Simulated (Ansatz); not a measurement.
TiTe2:

```xyz
3
Lattice="3.7770 0.0000 0.0000 -1.8885 3.2710 0.0000 0.0000 0.0000 6.4980" Properties=species:S:1:pos:R:3 pbc="T T T"
Te    0.0000    2.1807    4.7903
Te    1.8885    1.0903    1.7077
Ti    0.0000    0.0000    0.0000
```

Program: Ansatz 0.2.0. Alike in all runs: potentials or basis all-electron LAPW, scalar-relativistic; no spin polarisation; cell as given; basis error allowed 0.002 eV/atom.

Q: Order these runs on this cell by their pressure, lowest first.
A. level PBE; k mesh 8 × 8 × 4; cutoff (eV) 222; smearing fermi-dirac 0.05 eV; mesh quality not flagged
B. level PBEsol; k mesh 5 × 5 × 2; cutoff (eV) 221; smearing fermi-dirac 0.03 eV; mesh quality coarse
C. level LDA; k mesh 8 × 8 × 4; cutoff (eV) 221; smearing fermi-dirac 0.05 eV; mesh quality not flagged

A: C (-4.1 GPa), B (-2.2 GPa), A (0.9 GPa).

Caveats: some runs use coarse meshes; this functional lacks dispersion, which binds the layers, so the pressure and a relaxed spacing across them are unreliable (some runs); the k mesh is thin for a metal, which can move the energy by tens of meV per atom (some runs).

Not every run made on this cell is shown here.
